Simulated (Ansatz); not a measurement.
# Kick test of a cell of HfSi3O8

The structure comes from a generated guess, relaxed at this level; another structure or a mixture of phases may lie lower.

The calculation used DFT PBE, scalar-relativistic, plane waves, PAW (Ansatz). Cutoff 420 eV; k points 6×6×4 on the computed 12-atom cell (Γ-centred); Gaussian smearing, width 0.02 eV; no spin polarisation.

The cell below (12 atoms, space group P3m1 (No. 156)) is relaxed within its symmetry.

```yaml
crystal:
  lattice:
    - [5.46848, 0.00000, 0.00000]
    - [-2.73424, 4.73584, 0.00000]
    - [0.00000, 0.00000, 9.31487]
  atoms:
    - { symbol: Hf, position: [0.66667, 0.33333, 0.92706] }
    - { symbol: Si, position: [0.33333, 0.66667, 0.43556] }
    - { symbol: Si, position: [0.33333, 0.66667, 0.08871] }
    - { symbol: Si, position: [0.66667, 0.33333, 0.54068] }
    - { symbol: O, position: [0.02041, 0.51020, 0.02272] }
    - { symbol: O, position: [0.49984, 0.99967, 0.48767] }
    - { symbol: O, position: [0.49984, 0.50016, 0.48767] }
    - { symbol: O, position: [0.48980, 0.51020, 0.02272] }
    - { symbol: O, position: [0.66667, 0.33333, 0.71508] }
    - { symbol: O, position: [0.33333, 0.66667, 0.26173] }
    - { symbol: O, position: [0.00033, 0.50016, 0.48767] }
    - { symbol: O, position: [0.48980, 0.97959, 0.02272] }
```

For the test it was strained at random (σ = 1.5 % a component), the atoms were moved at random (σ = 0.15 Å), and all was relaxed again on a coarse 3×3×2 mesh (in the run’s order of axes) with 0.10 eV smearing, with no symmetry imposed.

These runs have no spin–orbit coupling, which can matter for Hf.

Problem. What happens?

Solution. It doesn't return. The energy falls by 37 meV/atom on that mesh, the volume changes by -7.9 %, and the end has space group P1 (No. 1) at a loose tolerance. Relaxed again on a 6×6×4 mesh with 0.02 eV smearing, the new structure lies 37 meV/atom below the first (mesh in the axes of the run's cell; the cell below is made exact in the group named). Space group P1 (No. 1), triclinic, a = 5.296 Å, b = 5.303 Å, c = 9.106 Å, α = 90.3°, β = 90.9°, γ = 119.7°. Hf is surrounded by 4 O at 1.94–1.95 Å; Si on its first site is surrounded by 4 O at 1.62–1.63 Å; Si on its second site is surrounded by 4 O at 1.62–1.63 Å; O on its first site has 1 Si at 1.63 Å and 1 Hf at 1.94 Å; 8 more sites not described.

```cif
data_structure
_symmetry_space_group_name_H-M 'P1'
_symmetry_Int_Tables_number 1
_cell_length_a 5.2955
_cell_length_b 5.3031
_cell_length_c 9.1058
_cell_angle_alpha 90.316
_cell_angle_beta 90.885
_cell_angle_gamma 119.694
_cell_volume 222.08
loop_
_atom_site_label
_atom_site_type_symbol
_atom_site_symmetry_multiplicity
_atom_site_Wyckoff_symbol
_atom_site_fract_x
_atom_site_fract_y
_atom_site_fract_z
_atom_site_occupancy
Hf1 Hf 1 a 0.32128 0.65757 0.93751 1
Si1 Si 1 a 0.67943 0.34416 0.43258 1
Si2 Si 1 a 0.65086 0.31953 0.08077 1
Si3 Si 1 a 0.34929 0.67971 0.54686 1
O1 O 1 a 0.62295 0.00978 0.03297 1
O2 O 1 a 0.52997 0.51163 0.51205 1
O3 O 1 a 0.02809 0.51050 0.46762 1
O4 O 1 a 0.95780 0.58199 0.02285 1
O5 O 1 a 0.31523 0.68601 0.72370 1
O6 O 1 a 0.62612 0.34353 0.25687 1
O7 O 1 a 0.53079 0.01111 0.48825 1
O8 O 1 a 0.38820 0.34449 0.99798 1
```
